Paired levels at the zone edge of rutile TiO₂

The finding

Along the line M–A of rutile TiO₂, the listed levels come in exact pairs, filled and empty alike. The partners agree to the printed 0.001 eV. Along Γ–Z the two lowest empty levels lie roughly 0.3 eV apart, hundreds of times more. The cause is a reflection of the crystal that works only together with a shift by half a cell.

VASP 6.6.1; functional PBE, dispersion none, spin orbit no, k mesh 6x6x9, smearing width 0.05 eV, potentials VASP PAW PBE potentials, minimal,-release-54, wave cutoff 500 eV, job bands.

```
point a (reciprocal cell vector)  point b (reciprocal cell vector)  point c (reciprocal cell vector)  level under 4 (eV)  level under 3 (eV)  level under 2 (eV)  level under 1 (eV)  level over 1 (eV)  level over 2 (eV)
                          0.0000                            0.0000                            0.0000              -0.644              -0.383              -0.383               0.000              1.696              1.996
                          0.5000                            0.5000                            0.0000              -1.269              -1.269              -1.020              -1.020              1.733              1.733
                          0.0000                            0.0000                            0.2222              -1.868              -1.278              -1.278              -0.327              2.049              2.306
                          0.0000                            0.0000                            0.3333              -2.028              -1.573              -1.573              -0.963              2.186              2.526
                          0.5000                            0.5000                            0.3333              -1.552              -1.552              -0.969              -0.969              2.763              2.763
                          0.0000                            0.0000                            0.4444              -2.652              -1.860              -1.447              -1.447              2.564              2.816
                          0.5000                            0.5000                            0.4444              -1.311              -1.311              -0.692              -0.692              2.489              2.489
```

Reading the rows

The columns point a, point b and point c locate an electron wave in units of the reciprocal cell vectors. Γ–Z has a = b = 0, and M–A has a = b = ½. Level under 1 is the highest filled level at a point and level over 1 the lowest empty one, counted from the valence top. The columns rank energies, so one column need not follow one band.

The tempting answer: spin

An electron has two spin states, so a doubled level looks like spin. But the cell holds 32 electrons in 16 filled levels, which means that each listed level already stands for both spins. Spin would also act equally on both lines. Yet at Γ the top filled level stands alone, 0.383 eV above the next.

A better answer that falls short: equal atoms and a fourfold axis

The cell contains two equivalent Ti atoms, and the crystal has a fourfold screw axis, a quarter turn joined to a half step along z, that makes x and y equivalent. The axis accounts for the one exact pair in each Γ–Z row. Both features are present on both lines, however, and each Γ–Z row still has at least two lone levels. What pairs every level on M–A must be a rule whose effect differs between the two lines.

The answer that fits: a reflection with a half step

In rutile, the reflection that reverses x must be followed by a shift of half a cell along x, y and z. This combined operation is called a glide. It changes the sign of a, which leads back to the same point only when a is 0 or ½, as on both lines here. At such a point a state ψ can be chosen that the glide merely multiplies by a number g. Two glides in a row make one full lattice step along y and z, which fixes g²:

g² = exp[2πi(b + c)]

Inversion combined with time reversal turns ψ into a partner of the same energy at the same point. Exchanging the order of glide and inversion leaves a full lattice step along x, y and z. With g* the complex conjugate of g, the partner's number is

g′ = exp[2πi(a + b + c)] g* = exp(2πi a) g

At a = ½ this gives g′ = −g. A state cannot have two different glide numbers, so the partner is a second state and the level is double. At a = 0 the result is g′ = g. The partner may then be ψ itself, so this rule leaves room for the lone levels seen in the Γ–Z rows.

What the numbers decide

The table rules out spin, and it shows that equal atoms and the fourfold axis are not enough. It agrees with the glide argument in every row, though the link to the glide comes from symmetry theory. Chance is a poor explanation, because the lowest empty levels lie at 1.733 eV at one M–A point and at 2.763 eV at another, and are paired at both.

How far a simple coupling picture goes

Each Ti atom sits at the centre of a box with eight Ti atoms at its corners. If like orbitals couple equally to all eight, the waves add up to a splitting

S = S₀ |cos πa · cos πb · cos πc|

where S₀ is the splitting at Γ, 0.300 eV. On M–A the eight contributions cancel and S is zero, as computed.

Take the Γ–Z point nearest Z, which played no part in setting S₀. There c = 0.4444 and cos πc is about 0.17, so S is about 0.3 × 0.17 = 0.05 eV. The calculation gives 0.252 eV, about five times as much. A likely but untested reason is that the two lowest empty levels there are not partners built from like orbitals. The output printed below compares this model, scaled at Γ, with the other rows.

The picture thus finds the zeros but not the sizes. The glide argument is stronger because it needs no assumption about orbitals, and so it also covers the filled levels, which are mainly of oxygen character.

Using the rule

The argument needs only a = ½, so it holds on the whole zone face, including the neighbouring line X–R. Non-magnetic SnO₂ in the same structure should show the same pairs at other energies. A distortion that removes the glides but keeps the inversion removes this protection, while a uniform squeeze that keeps both does not.

For electron counting, each pair on M–A holds four electrons, and the 32 electrons fill eight pairs exactly. For a non-magnetic crystal in this band picture, a gap there requires the count per cell to be a multiple of four. The size of the gap is another matter: PBE makes it too small, whereas the pairing does not depend on it. The argument is for levels without spin–orbit coupling, as computed here; with that coupling the symmetry analysis has to be redone.

Numerical output:

```
Spacings in eV and pairs:
  row  under 4 to 3  under 3 to 2  under 2 to 1  over 1 to 2  exact pairs  surely lone levels  glide factor
  0.0         0.261             0         0.383          0.3            1                   2             1
  0.5             0         0.249             0            0            3                   0            -1
  0.0          0.59             0         0.951        0.257            1                   2             1
  0.0         0.455             0          0.61         0.34            1                   2             1
  0.5             0         0.583             0            0            3                   0            -1
  0.0         0.792         0.413             0        0.252            1                   2             1
  0.5             0         0.619             0            0            3                   0            -1
Splitting of the two lowest empty levels in eV:
  row  coupling model  computed  model less computed
  0.0             0.3       0.3                    0
  0.5       1.125e-33         0            1.125e-33
  0.0          0.2298     0.257             -0.02717
  0.0            0.15      0.34                -0.19
  0.5       5.625e-34         0            5.625e-34
  0.0         0.05214     0.252              -0.1999
  0.5       1.955e-34         0            1.955e-34
exact pairs in the three M-A rows together: 9
exact pairs in the four Gamma-Z rows together: 4
smallest splitting of the two lowest empty levels on Gamma-Z, eV: 0.252
largest splitting of the two lowest empty levels on Gamma-Z, eV: 0.34
smallest distance between the two filled pairs on M-A, eV: 0.249
range of the lowest empty pair over the M-A rows, eV: 1.03
range of the highest filled pair over the M-A rows, eV: 0.328
computed splitting over model at the Gamma-Z row nearest Z: 4.834
filled levels per cell with two electrons each: 16
filled pairs per cell on M-A with four electrons each: 8
```
